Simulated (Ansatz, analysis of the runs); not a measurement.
# Transmission past a defect: (4,0) C nanotube, N in place of one C, part 5 of 5

What does the defect do to the conductance?

Ansatz 0.2.0; DFT PBE, plane waves, PAW; relaxation of a wire's period (the session's first sound run).

So far, transmission at the energy nearest the Fermi level, one spin: step 5 (the open system) 2.88. Also channels at the energy nearest the Fermi level, one spin: step 3 (the perfect wire) 3.

### Step 6. Conductance and thermopower from T(E)

This step: Landauer integrals over the computed T(E), interpolated linearly between its energies (analysis of the runs above).

Conductance and thermopower are moments of T(E) over the thermal window; sliding the window along E stands for a gate that leaves T(E) rigid.

Numbers from this step:

| Property | Result |
| --- | --- |
| conductance at 300 K, interpolated from T(E) | 2.884 G₀ |
| thermopower at 300 K | 0.3645 μV/K |
| Lorenz number over L0 | 0.9994 |

T(E) held rigid; rough near sharp steps of T(E). Conductance at 300 K against shift of the leads' level:

shift of the leads' level (eV), conductance at 300 K (G₀) and a bar from the least value:
```
   -0.900       2.86 #####################
   -0.850       2.90 #####################
   -0.800       2.96 ######################
   -0.750       3.15 ########################
   -0.700       3.57 ############################
   -0.650       3.79 ##############################
   -0.600       3.73 #############################
   -0.550       3.58 ############################
   -0.500       3.42 ##########################
   -0.450       3.27 #########################
   -0.400       3.13 ########################
   -0.350       3.03 #######################
   -0.300       2.96 ######################
   -0.250       2.93 ######################
   -0.200       2.92 #####################
   -0.150       2.91 #####################
   -0.100       2.90 #####################
   -0.050       2.89 #####################
    0.000       2.88 #####################
    0.050       2.88 #####################
    0.100       2.87 #####################
    0.150       2.86 #####################
    0.200       2.85 #####################
    0.250       2.84 #####################
    0.300       2.83 #####################
    0.350       2.82 ####################
    0.400       2.79 ####################
    0.450       2.75 ####################
    0.500       2.67 ###################
    0.550       2.44 #################
    0.600       1.88 ###########
    0.650       1.24 #####
    0.700       0.99 ###
    0.750       0.93 ##
    0.800       0.85 #
    0.850       0.74 
    0.900       1.06 ###
```

T(E) held rigid; rough near sharp steps of T(E). Thermopower at 300 K against shift of the leads' level:

shift of the leads' level (eV), thermopower at 300 K (μV/K) and a bar from the least value:
```
   -0.900       -2.8 ##################
   -0.800       -5.6 #################
   -0.750      -14.1 ################
   -0.650       -2.4 ##################
   -0.550        6.3 ####################
   -0.450        6.4 ####################
   -0.400        5.6 ####################
   -0.300        2.4 ###################
   -0.200        0.6 ###################
   -0.150        0.5 ###################
   -0.050        0.4 ###################
    0.050        0.4 ###################
    0.150        0.4 ###################
    0.200        0.5 ###################
    0.300        0.7 ###################
    0.400        1.7 ###################
    0.450        3.4 ###################
    0.550       22.7 ########################
    0.650       51.0 ##############################
    0.750       10.7 #####################
    0.800       14.9 ######################
    0.900      -84.7
```

The two levels move by half the bias each and T(E) is held rigid. Current from the zero-bias T(E) against bias:

| bias (V) | current from the zero-bias T(E) (μA) |
| --- | --- |
| 0.000 | 0 |
| 0.100 | 22.3 |
| 0.200 | 44.7 |
| 0.300 | 67.0 |
| 0.400 | 89.4 |
| 0.500 | 112 |
| 0.600 | 134 |
| 0.700 | 157 |
| 0.800 | 179 |
| 0.900 | 203 |
| 1.000 | 226 |
| 1.100 | 250 |
| 1.200 | 272 |
| 1.300 | 293 |
| 1.400 | 311 |
| 1.500 | 328 |
| 1.600 | 343 |
| 1.700 | 358 |
| 1.800 | 372 |
| 1.900 | 389 |

By hand, Mott's formula: S = −(π²k²T/3e) d ln T/dE, and π²k²T/3e = 7.33 μV/K × eV at 300 K. The computed T is 2.89 at -0.070 eV and 2.87 at +0.070 eV, so d ln T/dE ≈ -0.0493 per eV and S ≈ 0.361 μV/K, against 0.364 from the integrals.

The thermopower is 0.364 μV/K. The Lorenz ratio is 1.00, where the Wiedemann-Franz law gives 1. Moving the level by up to 0.1 eV either way gives 0.36 to 0.39 μV/K.

### Step 7. A repeat with changed settings

This step: DFT PBE, plane waves, PAW; channels and complex bands of a perfect wire; changed: scf.convergence.dr2_threshold = 1e-09, kpoints.mp_grid.shift = [0.0, 0.0, 0.5] (Ansatz 0.2.0).

System of this step: (4,0) C nanotube. The cell holds 16 atoms: 16 C. Cell: a = 9.932 Å, b = 9.932 Å, c = 4.216 Å, α = 90.0°, β = 90.0°, γ = 90.0°. Vacuum lies along a and b. The structure's axis is c.

The atoms of the run on the perfect lead are kept and the input is varied, to see whether the result depends on it.

input.yaml reads:

```yaml
crystal:
  lattice:
    - [9.932, 0.0, 0.0]
    - [0.0, 9.932, 0.0]
    - [0.0, 0.0, 4.2163403196]
  atoms:
    - { symbol: C, position: [0.330192775, 0.499977252, 0.002066957] }
    - { symbol: C, position: [0.499977252, 0.669761728, 0.002066957] }
    - { symbol: C, position: [0.499977252, 0.330192775, 0.002066957] }
    - { symbol: C, position: [0.669761728, 0.499977252, 0.002066957] }
    - { symbol: C, position: [0.330192775, 0.499977252, 0.331266377] }
    - { symbol: C, position: [0.499977252, 0.669761728, 0.331266377] }
    - { symbol: C, position: [0.499977252, 0.330192775, 0.331266377] }
    - { symbol: C, position: [0.669761728, 0.499977252, 0.331266377] }
    - { symbol: C, position: [0.37990611, 0.620048393, 0.502107724] }
    - { symbol: C, position: [0.37990611, 0.37990611, 0.502107724] }
    - { symbol: C, position: [0.620048393, 0.620048393, 0.502107724] }
    - { symbol: C, position: [0.620048393, 0.37990611, 0.502107724] }
    - { symbol: C, position: [0.37990611, 0.620048393, 0.83122561] }
    - { symbol: C, position: [0.37990611, 0.37990611, 0.83122561] }
    - { symbol: C, position: [0.620048393, 0.620048393, 0.83122561] }
    - { symbol: C, position: [0.620048393, 0.37990611, 0.83122561] }
kpoints:
  mp_grid: { grid: [1, 1, 19], shift: [0.0, 0.0, 0.5] }
scf:
  occupations: { method: fermi_dirac, width: 0.05 }
  convergence: { dr2_threshold: 1.0e-09 }
hamiltonian:
  xc: pbe
output:
  transmission:
    e_range: [-1.26, 1.26]
    de: 0.035
    kmesh: [1, 1]
    reduced_basis: true
    leads: [[0, 0]]
basis:
  ecutwfc: "350 eV"
```

Run with:

```console
$ ansatz run input.yaml --threads 4 --pin off --max-ram 16384MiB --backend cpu --events-out ev --progress --plain --runs-dir out
```

Numbers of over 12 decimals in the logs are rounded to 6 here.

The program printed:

```text
[...]
Crystal: 16 atoms, lattice volume = 415.919 Å³
Basis set: ecut = 350 eV, 6209 PW (Γ)
Bands: 48, of which v1, the nominal top of the filled ones, is band 32 counted from 1 (31 counted from 0)
Symmetry: 16 space group operations
[...]
k-points: 10 of 19
[...]
SCF iter   1: F=—  HF=-4002.738142 eV  |F-HF|=—  |Δ(HF+E_count)|=         —  Δρ=7.20e-3  dr2=1.54e-1  ethr=1.77e-3  ⟨swp⟩=11.5  Hψ=3088  notcnv=0  defer=51
[...]
SCF iter   8: F=-4002.719020 eV  HF=-4002.719020 eV  |F-HF|=2.72e-10  |Δ(HF+E_count)|=   1.97e-8  Δρ=4.43e-7  dr2=4.95e-10  ethr=1.56e-12  ⟨swp⟩=18.6  Hψ=2839  notcnv=0
SCF 1 converged in 8 iterations: F = -4002.719020 eV  dr2 = 4.95e-10
[...]
transmission: 7 of 7 steps passed
SCF converged after 8 iterations
Free energy (F): -4002.719020 eV
[...]
Internal energy: -4002.710583 eV  (E = F + TS)
E sigma→0 (E₀):  -4002.714801 eV
Entropy (-TS):   -0.008437 eV (-0.527 meV/atom)
Fermi energy:    -1.675206 eV
[...]
--- Band table (eV; the first three rows and the last of 10) ---
  k-point 0: bands = [... 28 lower, -2.7889, -2.4036, -2.3868, -1.1402, -1.1402, -0.6571, -0.6571, 2.7687, ... 12 higher]
  k-point 1: bands = [... 28 lower, -2.4759, -2.3841, -2.3682, -1.5026, -1.5026, -0.3205, -0.3205, 2.6814, ... 12 higher]
  k-point 2: bands = [... 28 lower, -2.3470, -2.3316, -2.1418, -1.8980, -1.8980, 0.0273, 0.0273, 2.5140, ... 12 higher]
  k-point 9: bands = [... 28 lower, -4.3495, -4.3495, -1.9877, -1.9795, 0.1703, 0.1751, 1.8378, 1.8867, ... 12 higher]
--- Transmission ---
  basis      : 725 plane waves across, 7 finite elements along
  points     : 1, standing for a mesh of 1 x 1
[...]
crystal 0  : C16, at the sites [0, 0], period 4.2163 Å: whole cells are its period
[...]
filled         : 14.8 meV over the level at which it is neutral
    channels       : 3.000000e0 a spin
[...]
```

Run time: 7.1 min. Hardware: 4 threads of Arm Neoverse V1, shared host; peak memory 4.7 GiB.

This step gave:

```
energy at zero smearing : -4002.7148 eV
```

The open channels of the lead, one spin by energy, zero at the Fermi level:

energy (eV), open channels of the lead, one spin and a bar from the least value:
```
   -1.190       3.00 ###############
   -1.085       3.00 ###############
   -1.015       3.00 ###############
   -0.910       3.00 ###############
   -0.805       3.00 ###############
   -0.700       5.00 ##############################
   -0.595       5.00 ##############################
   -0.490       5.00 ##############################
   -0.385       5.00 ##############################
   -0.315       4.00 ######################
   -0.210       3.00 ###############
   -0.105       3.00 ###############
    0.000       3.00 ###############
    0.105       3.00 ###############
    0.210       3.00 ###############
    0.315       3.00 ###############
    0.385       3.00 ###############
    0.490       3.00 ###############
    0.595       3.00 ###############
    0.700       1.00 
    0.805       1.00 
    0.910       1.00 
    1.015       3.00 ###############
    1.085       3.00 ###############
    1.190       3.00 ###############
```

It took 7.1 min against 7.6 min for the run it varies, and the conductance is 3.00 G₀ against 3.00 G₀.

The channels at the energy nearest the Fermi level, one spin and conductance of the lead as this run defines it stay within 0.2 % plus 0.001 of the run it varies.

### Step 8. Outcome

| Property | Result |
| --- | --- |
| conductance of the perfect wire | 3.00 G₀ |
| conductance, N in place of one C | 2.88 G₀ |
| thermopower, N in place of one C | 0.364 μV/K |

What this shows: Summed over the computed window, 84 % of the lead's open channels pass the defect; the conductance at 300 K is 2.88 G₀. With N in place of one C, 96 % of the conductance of that run's own lead (3.00 G₀) is left, so it scatters little at the Fermi level. Transport is coherent and elastic here: the atoms are frozen, so scattering by vibrations plays no part. A cutoff under the files' recommended one was taken to save time; its effect on T(E) was not tested here. A cell with an odd number of electrons ran without spin; a level of the scatterer near the Fermi level could split if spin were allowed.

[Logs are printed without paths, hosts, clocks, repeated set-up lines and the standing remarks that a program may print on its own settings, such as how far it seeks lower states.]

[Hosts, paths, dates, database ids (printed as entryN), source tags and the programs' standing remarks are cut or masked in the printed files.]
